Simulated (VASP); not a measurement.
Write the native input for VASP 6.6.1 that does the following.

```yaml
Task: relaxation of cell and atoms
Functional: PBE
Potentials_or_basis: VASP PAW PBE potentials, release 64 (Mg)
Cutoff: 600 eV
k_mesh: 4 × 4 × 4
Occupations: gaussian, width 0.1 eV
Spin: no spin polarisation
Dipole_correction: no
Further_INCAR_settings: ALGO = Fast; EDIFF = 1e-06; IBRION = 2; EDIFFG = -0.04; NSW = 90; ISIF = 3
```

The structure of Mg lies in POSCAR:

```
Mg
1.0
    0.0000000000      3.4132876300      3.4132876300
    3.4132876300      0.0000000000      3.4132876300
    3.4132876300      3.4132876300      0.0000000000
Mg
3
Direct
    0.0000000000      0.0000000000      0.0000000000
    0.2500000000      0.2500000000      0.2500000000
    0.7500000000      0.7500000000      0.7500000000
```

The cell was built by a generator and needn't be a form met in nature.

The cell isn't the ideal one: random cell by space group and Wyckoff sites (Fm-3m, No. 225).

The input as run:

INCAR

```
  PREC = Accurate
  ENCUT = 600
  EDIFF = 1E-6
  ISMEAR = 0
  SIGMA = 0.1
  LREAL = F
  LASPH = T
  NELM = 80
  ALGO = Fast
  ISIF = 3
  LWAVE = F
  LCHARG = F
  GGA = PE
  IBRION = 2
  NSW = 90
  EDIFFG = -0.04
```

KPOINTS

```
Automatic mesh
0
Gamma
  4 4 4
```

Potentials or basis: VASP PAW PBE potentials, release 64 (Mg).

The run is started by

```console
$ cat potpaw_PBE.64/Mg/POTCAR > POTCAR
$ mpirun -np 1 vasp_std > vasp.out
```

Results of the run:

```yaml
Relaxed_volume: 28.23 Å³/atom
Relaxed_cell: a = 4.929 Å, b = 4.929 Å, c = 4.929 Å, α = 60.00°, β = 60.00°, γ = 60.00°
Space_group_after_relaxing_to_0.05_Å: Fm-3m (No. 225)
Energy_gained_by_relaxing: 8.6 meV/atom
Ionic_steps: 3
Pressure_after_relaxing: 0.0 GPa
Band_gap_on_the_k_mesh: none (metal or under the smearing width)
```

Caveat: the k mesh is coarse (spacing up to 0.40 Å⁻¹), so the values aren't converged.

Run time: 20 s on 1 thread of AMD EPYC 7R43 64-Core Processor (Zen 3), with other jobs on the host, peak memory 0.2 GiB.
